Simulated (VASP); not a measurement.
Wanted: the native input for a VASP 6.6.1 run.

* Task: relaxation of cell and atoms
* Functional: PBE
* Potentials or basis: VASP PAW PBE potentials, release 64 (Si, C)
* Cutoff: 600 eV
* k mesh: 12 × 12 × 12
* Occupations: gaussian, width 0.03 eV
* Spin: no spin polarisation
* Further INCAR settings: ALGO = Normal; EDIFF = 1e-07; IBRION = 2; EDIFFG = -0.005; NSW = 90; ISIF = 3

The structure of SiC lies in POSCAR:

```
SiC                                     
1.0
    0.0000000000      2.0286613677      2.0286613677
    2.0286613677      0.0000000000      2.0286613677
    2.0286613677      2.0286613677     -0.0000000000
  Si              C             
     1     1
Direct
     0.0000000000000000    0.0000000000000000    0.0000000000000000
     0.5000000000000000    0.5000000000000000    0.5000000000000000
```

The cell was built by a generator and needn't be a form met in nature.

One way to write it, as run:

INCAR

```
PREC = Accurate ; ENCUT = 600
EDIFF = 1E-7 ; ISMEAR = 0
SIGMA = 0.03 ; LREAL = False
LASPH = True ; NELM = 80
ALGO = Normal ; ISIF = 3
LWAVE = False ; LCHARG = False
GGA = PE ; IBRION = 2
NSW = 90 ; EDIFFG = -0.005
```

KPOINTS

```
Automatic mesh
0
Gamma
  12 12 12
```

Potentials or basis: VASP PAW PBE potentials, release 64 (Si, C).

Run with:

```sh
$ cat potpaw_PBE.64/Si/POTCAR potpaw_PBE.64/C/POTCAR > POTCAR
$ mpirun -np 1 vasp_std > vasp.out
```

It gave:

```
Relaxed volume                         : 8.35 Å³/atom
Relaxed cell                           : a = 2.869 Å, b = 2.869 Å, c = 2.869 Å, α = 60.00°, β = 60.00°, γ = 60.00°
Space group after relaxing (to 0.05 Å) : Fm-3m (No. 225)
Energy gained by relaxing              : 0.0 meV/atom
Ionic steps                            : 3
Pressure after relaxing                : 0.0 GPa
Band gap on the k mesh                 : none (metal or under the smearing width)
```

Run time: 6.6 s on 1 thread of Intel(R) Xeon(R) 6975P-C (Granite Rapids), on a shared host, peak memory 0.14 GiB.
